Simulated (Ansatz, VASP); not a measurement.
# Two plane-wave programs on GaP

The input INCAR:

```
  ALGO = Normal
  EDIFF = 1E-8
  ENCUT = 520
  GGA = PS
  ISIF = 2
  ISMEAR = -1
  LASPH = True
  LCHARG = False
  LEFG = True
  LREAL = False
  LWAVE = False
  NBANDS = 16
  NELM = 60
  PREC = Accurate
  SIGMA = 0.08
```

The input KPOINTS:

```
k-points
0
Gamma
  12 12 12
```

Contents of POSCAR:

```
GaP
1.0
    0.0000000000      2.6884177822      2.6884177822
    2.6884177822      0.0000000000      2.6884177822
    2.6884177822      2.6884177822      0.0000000000
Ga P
1 1
Direct
    0.0000000000      0.0000000000      0.0000000000
    0.7500000000      0.7500000000      0.7500000000
```

Input for Ansatz:

```yaml
crystal:
  lattice:
    - [0.0, 2.6884177822, 2.6884177822]
    - [2.6884177822, 0.0, 2.6884177822]
    - [2.6884177822, 2.6884177822, 0.0]
  atoms:
    - { symbol: Ga, position: [0.0, 0.0, 0.0] }
    - { symbol: P, position: [0.75, 0.75, 0.75] }
kpoints:
  mp_grid: { grid: [12, 12, 12] }
scf:
  occupations: { method: fermi_dirac, width: 0.08 }
hamiltonian:
  xc: pbesol
  pseudopotentials: { kind: paw }
output:
  forces: true
  stress: true
  eigenvalues: true
  efg: { contact_densities: true }
```

Change from the starting cell: volume scaled by 0.96, PAW files.

Alike in both runs: task electric field gradients; functional PBEsol; k mesh 12 × 12 × 12; occupations fermi-dirac, width 0.08 eV; no spin polarisation.

|  | VASP | Ansatz |
| --- | --- | --- |
| version | VASP 6.6.1 | Ansatz 0.2.0 |
| potentials or method | VASP PAW PBE potentials, release 64 (Ga_d, P) | PAW with Ansatz's default frozen-core files, scalar-relativistic |
| plane-wave cutoff (eV) | 520 | 420 |
| valence electrons in the cell | 18 | 18 |

|  | VASP | Ansatz | Ansatz less VASP |
| --- | --- | --- | --- |
| pressure (GPa) | 3.1 | 3.1 | +0.07 |
| Vzz of the field gradient on the site that differs most (V/Å²) | 0.0 | 0.0 | 0.00 |

Caveats: the PAW data sets were made with another functional, which shifts forces and pressure a little (VASP). A k mesh can miss the band edges.
